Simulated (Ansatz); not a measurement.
# PbTe: the cost of one run

Program: Ansatz 0.2.0. Level of theory: DFT r²SCAN, scalar-relativistic, plane waves, PAW. These are calculated values, not measurements.

2 further runs of the same task are left out: 1 that didn't finish, 1 set aside as unsound or not needed. Runs told in other sessions of the task aren't counted.

## (1) Starting point

The structure is hexagonal, space group P-6m2 (No. 187). The conventional cell has a = 4.429 Å, b = 4.429 Å, c = 4.180 Å, α = 90.00°, β = 90.00°, γ = 120.00°. Pb (site symmetry -6m2) has 6 Te at 3.30 Å in its first shell of neighbours. Te (site symmetry -6m2) is surrounded by 6 Pb at 3.30 Å.

As a file:

```cif
data_structure
_symmetry_space_group_name_H-M 'P-6m2'
_symmetry_Int_Tables_number 187
_cell_length_a 4.4293
_cell_length_b 4.4293
_cell_length_c 4.1803
_cell_angle_alpha 90.000
_cell_angle_beta 90.000
_cell_angle_gamma 120.000
_cell_volume 71.02
loop_
_atom_site_label
_atom_site_type_symbol
_atom_site_symmetry_multiplicity
_atom_site_Wyckoff_symbol
_atom_site_fract_x
_atom_site_fract_y
_atom_site_fract_z
_atom_site_occupancy
Pb1 Pb 1 a 0.00000 0.00000 0.00000 1
Te1 Te 1 f 0.66667 0.33333 0.50000 1
```

This cell comes from an earlier session at r²SCAN: 35.512 Å³/atom at -0.04 GPa, on a 10×10×8 mesh.

The changes: atom 1 (Pb) moved 0.05 Å along y; strain e2 = -0.01, atoms carried along; all atoms moved at random (σ = 0.06 Å), cell strained at random (1 %).

## (2) Atom 1 (Pb) moved 0.05 Å along y

The input, input.yaml:

```yaml
crystal:
  lattice:
    - [4.4292515074, 0.0, 0.0]
    - [-2.2146257537, 3.8358443252, 0.0]
    - [0.0, 0.0, 4.1803043545]
  atoms:
    - { symbol: Pb, position: [0.0065174699, 0.0130349398, 0.0] }
    - { symbol: Te, position: [0.6666666667, 0.3333333333, 0.5] }
basis:
  ecutwfc: 500
  ecutrho_ratio: 4
kpoints:
  mp_grid: { grid: [10, 10, 8] }
hamiltonian:
  xc: r2scan
scf:
  occupations: { method: gaussian, width: 0.05 }
output:
  forces: true
  stress: true
  eigenvalues: true
  write_density: true
  write_potential: true
  elf: true
  volumetric_format: npy
```

Run with:

```
$ ansatz run input.yaml --threads 2 --pin off --max-ram 2662MiB --backend cpu --events-out ev --progress --plain --runs-dir out
```

What time and memory should one allow on 2 threads of Intel Xeon 6975P-C (Granite Rapids), shared host?

About 14 s, with a peak of 0.71 GiB.
